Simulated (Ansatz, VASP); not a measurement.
# Be2C in VASP and in Ansatz

```
Be C
1.0
     0.00000    4.33000    4.33000
     4.33000    0.00000    4.33000
     4.33000    4.33000    0.00000
Be C
16 8
Direct
  0.12500 0.12500 0.12500
  0.12500 0.12500 0.62500
  0.12500 0.62500 0.12500
  0.12500 0.62500 0.62500
  0.62500 0.12500 0.12500
  0.62500 0.12500 0.62500
  0.62500 0.62500 0.12500
  0.62500 0.62500 0.62500
  0.37500 0.37500 0.37500
  0.37500 0.37500 0.87500
  0.37500 0.87500 0.37500
  0.37500 0.87500 0.87500
  0.87500 0.37500 0.37500
  0.87500 0.37500 0.87500
  0.87500 0.87500 0.37500
  0.87500 0.87500 0.87500
  0.00000 0.00000 0.00000
  0.00000 0.00000 0.50000
  0.00000 0.50000 0.00000
  0.00000 0.50000 0.50000
  0.50000 0.00000 0.00000
  0.50000 0.00000 0.50000
  0.50000 0.50000 0.00000
  0.50000 0.50000 0.50000
```

Alike in both runs: task electric field gradients; functional PBE; k mesh 4 × 4 × 4; no spin polarisation.

|  | VASP | Ansatz |
| --- | --- | --- |
| version | VASP 6.6.1 | Ansatz 0.2.0 |
| potentials or method | VASP PAW PBE potentials, release 64 (Be, C) | plane-wave PAW, scalar-relativistic |
| plane-wave cutoff (eV) | 520 | 420 |
| occupations | gaussian, width 0.01 eV | fixed |
| valence electrons in the cell | 64 | 64 |

VASP gave:

```
gap on the k mesh at the Fermi level (eV)                      : 1.16
Vzz of the field gradient on the site that differs most (V/Å²) : 0.0
```

Q: Which values does Ansatz return?

A: gap on the k mesh at the Fermi level (eV): 1.17; Vzz of the field gradient on the site that differs most (V/Å²): 0.0.

As with any semilocal functional, this PBE gap is likely too small.
